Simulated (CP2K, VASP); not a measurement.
Given: the input of a run of CP2K 2026.2 on CuO. Measurements of this composition are mostly on another form, of space group No. 15.

Contents of cuo_scf.inp:

```
&GLOBAL
  PROJECT cuo_scf
  RUN_TYPE ENERGY_FORCE
  PRINT_LEVEL LOW
&END GLOBAL
&FORCE_EVAL
  METHOD QS
  STRESS_TENSOR ANALYTICAL
  &DFT
    BASIS_SET_FILE_NAME BASIS_MOLOPT_UZH
    POTENTIAL_FILE_NAME POTENTIAL_UZH
    &MGRID
      CUTOFF 850
      REL_CUTOFF 60
      NGRIDS 5
    &END MGRID
    &QS
      METHOD GPW
      EPS_DEFAULT 1.0E-10
    &END QS
    &KPOINTS
      SCHEME MONKHORST-PACK 10 10 10
      GAMMA_CENTERED T
      SYMMETRY T
      SYMMETRY_BACKEND SPGLIB
    &END KPOINTS
    &SCF
      SCF_GUESS ATOMIC
      EPS_SCF 1.0E-6
      MAX_SCF 100
      ADDED_MOS 13
      CHOLESKY OFF
      EPS_EIGVAL 1.0E-7
      &DIAGONALIZATION ON
        ALGORITHM STANDARD
      &END DIAGONALIZATION
      &MIXING ON
        METHOD BROYDEN_MIXING
        ALPHA 0.4
        BETA 1.5
        NBUFFER 8
      &END MIXING
      &SMEAR ON
        METHOD FERMI_DIRAC
        ELECTRONIC_TEMPERATURE [K] 580.226
      &END SMEAR
    &END SCF
    &XC
      &XC_FUNCTIONAL
        &MGGA_X_R2SCAN
        &END MGGA_X_R2SCAN
        &MGGA_C_R2SCAN
        &END MGGA_C_R2SCAN
      &END XC_FUNCTIONAL
    &END XC
    &PRINT
      &KPOINTS ON
      &END KPOINTS
      &MULLIKEN ON
      &END MULLIKEN
      &MO ON
        ENERGIES T
        OCCUPATION_NUMBERS T
        &EACH
          QS_SCF 0
        &END EACH
        ADD_LAST NUMERIC
      &END MO
      &E_DENSITY_CUBE ON
        STRIDE 2
      &END E_DENSITY_CUBE
      &V_HARTREE_CUBE ON
        STRIDE 2
      &END V_HARTREE_CUBE
      &ELF_CUBE ON
        STRIDE 2
      &END ELF_CUBE
    &END PRINT
  &END DFT
  &SUBSYS
    &CELL
      ABC 2.5525506100 2.5525506100 2.5525506100
      ALPHA_BETA_GAMMA 90.0000000000 90.0000000000 90.0000000000
      PERIODIC XYZ
    &END CELL
    &COORD
      SCALED
      Cu  0.0000000000 0.0000000000 0.0000000000
      O   0.5000000000 0.5000000000 0.5000000000
    &END COORD
    &KIND Cu
      BASIS_SET TZVP-MOLOPT-SCAN-GTH-q11
      POTENTIAL GTH-SCAN-q11
    &END KIND
    &KIND O
      BASIS_SET TZVP-MOLOPT-SCAN-GTH-q6
      POTENTIAL GTH-SCAN-q6
    &END KIND
    &PRINT
      &ATOMIC_COORDINATES ON
      &END ATOMIC_COORDINATES
      &CELL ON
      &END CELL
    &END PRINT
  &END SUBSYS
  &PRINT
    &FORCES ON
    &END FORCES
    &STRESS_TENSOR ON
    &END STRESS_TENSOR
  &END PRINT
&END FORCE_EVAL
```

Potentials or basis: POTENTIAL_UZH Cu GTH-SCAN-q11, O GTH-SCAN-q6; TZVP-MOLOPT-SCAN-GTH basis.

Command:

```bash
$ OMP_NUM_THREADS=2 cp2k.psmp -i cuo_scf.inp -o cuo_scf.out
```

Q: Set up the same calculation for VASP 6.6.1. Potentials or basis there: PBE PAW files Cu, O, 520 eV.

A: As run (cutoffs and basis follow the program's own potentials, and thresholds, step limits or extra output files can differ):

Contents of INCAR:

```
SYSTEM = CuO
PREC = Accurate ; ENCUT = 520
EDIFF = 1E-6 ; ISMEAR = -1
SIGMA = 0.05 ; LREAL = .FALSE.
LASPH = .TRUE. ; NELM = 60
ALGO = Normal ; ISIF = 2
LWAVE = .FALSE. ; LCHARG = .TRUE.
METAGGA = R2SCAN ; LMIXTAU = .TRUE.
LELF = .TRUE. ; LVHAR = .TRUE.
```

File KPOINTS:

```
Automatic mesh
0
G
  10 10 10
  0 0 0
```

File POSCAR:

```
CuO
1.0
    2.5525506100      0.0000000000      0.0000000000
    0.0000000000      2.5525506100      0.0000000000
    0.0000000000      0.0000000000      2.5525506100
Cu O
1 1
Direct
    0.0000000000      0.0000000000      0.0000000000
    0.5000000000      0.5000000000      0.5000000000
```

Potentials or basis: VASP PAW PBE potentials, release 64 (Cu, O).

The run is started by

```sh
$ cat potpaw_PBE.64/Cu/POTCAR potpaw_PBE.64/O/POTCAR > POTCAR
$ mpirun -np 1 vasp_std > vasp.out
```

Both were run:

|  | CP2K | VASP |
| --- | --- | --- |
| Pressure | 15.2 GPa | 13.0 GPa |

VASP's potentials were made for PBE.

The two runs disagree by more than potentials and bases usually give (in gap, levels, pressure or energy); the cause wasn't traced.

The cell lies far from this level's equilibrium.

Pressure is positive in compression.
